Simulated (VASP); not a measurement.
Here is a VASP 6.6.1 calculation.

The input INCAR:

```
PREC = Accurate
ENCUT = 600
EDIFF = 1E-6
ISMEAR = 0
SIGMA = 0.1
LREAL = F
LASPH = T
NELM = 100
ALGO = Normal
ISIF = 3
LWAVE = F
LCHARG = F
GGA = PE
IBRION = 2
NSW = 90
EDIFFG = -0.04
```

Contents of KPOINTS:

```
regular mesh
0
Gamma
  6 6 2
```

Contents of POSCAR:

```
Cd2F3
1.0
    2.8269071500      0.0000000000      0.0000000000
    0.0000000000      2.8269071500      0.0000000000
    0.0000000000      0.0000000000      8.4807214600
Cd F
2 3
Direct
    0.0000000000      0.0000000000      0.8333333300
    0.0000000000      0.0000000000      0.1666666700
    0.5000000000      0.5000000000      0.0000000000
    0.5000000000      0.5000000000      0.3333333300
    0.5000000000      0.5000000000      0.6666666700
```

Potentials or basis: VASP PAW PBE potentials, release 64 (Cd, F).

The run is started by

```bash
$ cat potpaw_PBE.64/Cd/POTCAR potpaw_PBE.64/F/POTCAR > POTCAR
$ mpirun -np 1 vasp_std > vasp.out
```

(1) Predict the space group after relaxing (to 0.05 Å).

(2) Estimate the relaxed volume.

(3) Predict the band gap on the k mesh.

Answers

(1) P4/mmm (No. 123).

(2) 16.48 Å³/atom.

(3) none (metal or under the smearing width).

Caveat: the k mesh is coarse (spacing up to 0.37 Å⁻¹), so the values aren't converged; the volume moved by over 15 % at a fixed basis, so the end points are rough; an odd number of electrons without spin polarisation forces a metal; a magnetic or distorted state may lie lower.
